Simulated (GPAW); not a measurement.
Crystal: SiC (Moissanite).

```
Si C
1.0
     3.07600    0.00000    0.00000
    -1.53800    2.66389    0.00000
     0.00000    0.00000    5.04800
Si C
2 2
Direct
  0.66667 0.33333 0.50000
  0.33333 0.66667 0.00000
  0.66667 0.33333 0.88500
  0.33333 0.66667 0.38500
```

| Item | Value |
| --- | --- |
| Program | GPAW 26.7.0 |
| Task | relaxation of cell and atoms |
| Functional | r4SCAN |
| Potentials or basis | GPAW PAW data sets (gpaw-data 1.2.1) |
| Cutoff | 800 eV |
| Basis | pw |
| k mesh | 7 × 7 × 4 |
| Occupations | fermi-dirac, width 0.05 eV |
| Spin | no spin polarisation |

At the start: pressure 1.4 GPa; volume 10.34 Å³/atom.

**Question.** How do energy, volume and symmetry change on relaxing?

**Answer.** Over 14 steps the energy falls by 10.3 meV/atom and the volume is 10.39 Å³/atom (+0.5 %); space group P6_3mc (No. 186, to 0.05 Å).

The path:
```
step  energy change (eV)  largest force (eV/Å)  pressure (GPa)  volume (Å³)
   1              0.0000                0.8236            1.36        41.36
   2             -0.0275                0.4712            0.92        41.40
   3             -0.0388                0.0952            0.50        41.46
   4             -0.0392                0.0334            0.45        41.47
   5             -0.0394                0.0481            0.35        41.49
   6             -0.0402                0.0612           -0.14        41.59
   7             -0.0404                0.0418           -0.33        41.63
   8             -0.0406                0.0284           -0.40        41.64
   9             -0.0407                0.0447           -0.36        41.64
  10             -0.0410                0.0554           -0.18        41.62
  11             -0.0412                0.0441            0.09        41.58
  12             -0.0413                0.0183            0.25        41.55
  13             -0.0413                0.0015            0.23        41.56
  14             -0.0414                0.0085            0.15        41.57
```

Final structure:
```
Si C
1.0
     3.08064    0.00000    0.00000
    -1.54032    2.66791    0.00000
     0.00000    0.00000    5.05806
Si C
2 2
Cartesian
  1.5403 0.8893 2.5770
  0.0000 1.7786 0.0480
  1.5403 0.8893 4.4800
  0.0000 1.7786 1.9509
```

Caveat: later steps reuse the first step's grids; the PAW data sets were made with another functional, which shifts forces and pressure a little.
